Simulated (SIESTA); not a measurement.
PtSe2 (Sudovikovite):

```
Pt Se
1.0
     3.72400    0.00000    0.00000
    -1.86200    3.22508    0.00000
     0.00000    0.00000    5.06200
Pt Se
1 2
Direct
  0.00000 0.00000 0.00000
  0.66667 0.33333 0.75000
  0.33333 0.66667 0.25000
```

Base run:

* Program: SIESTA 5.4.2
* Functional: RPBE
* Potentials or basis: PseudoDojo 0.4 standard (PBE files)
* Basis: DZP (energy shift 0.002 Ry)
* Grid cutoff: 800 Ry
* Energy shift: 0.002 Ry
* k mesh: 8 × 8 × 5
* Occupations: fermi-dirac, width 0.05 eV
* Spin: no spin polarisation

Its results: band gap on the k mesh none (metal or under the smearing width); pressure 17.4 GPa; largest force 1.617 eV/Å.

Problem. After a change of settings the same cell gave: band gap on the k mesh none (metal or under the smearing width); pressure 13.9 GPa; largest force 1.298 eV/Å. Which change was it?
A. functional from RPBE to PBE; potentials or basis from PseudoDojo 0.4 standard (PBE files) to SG15 1.2 NC or PseudoDojo by element (PBE files); valence electrons from 50 to 30
B. functional from RPBE to SVWN5; potentials or basis from PseudoDojo 0.4 standard (PBE files) to PseudoDojo 0.4 standard (LDA files)
C. functional from RPBE to PBE; basis from DZP (energy shift 0.002 Ry) to DZDP (energy shift 0.002 Ry)

Solution. C.

Caveats: semicore shells carry a single zeta, which can move pressures by several GPa and volumes by a few percent; spin-orbit coupling is left out, which moves the levels of the heavy elements; the basis of atomic orbitals isn't converged, which shifts pressures, moduli and gaps; so large a pressure means that the cell lies far from this level's equilibrium, or that cutoff or potentials fall short (some runs); the potentials were made for another functional, which shifts forces and pressure (some runs); forces of over 1 eV/Å show positions far from the minimum, so gaps and moduli don't describe the material at rest (some runs).
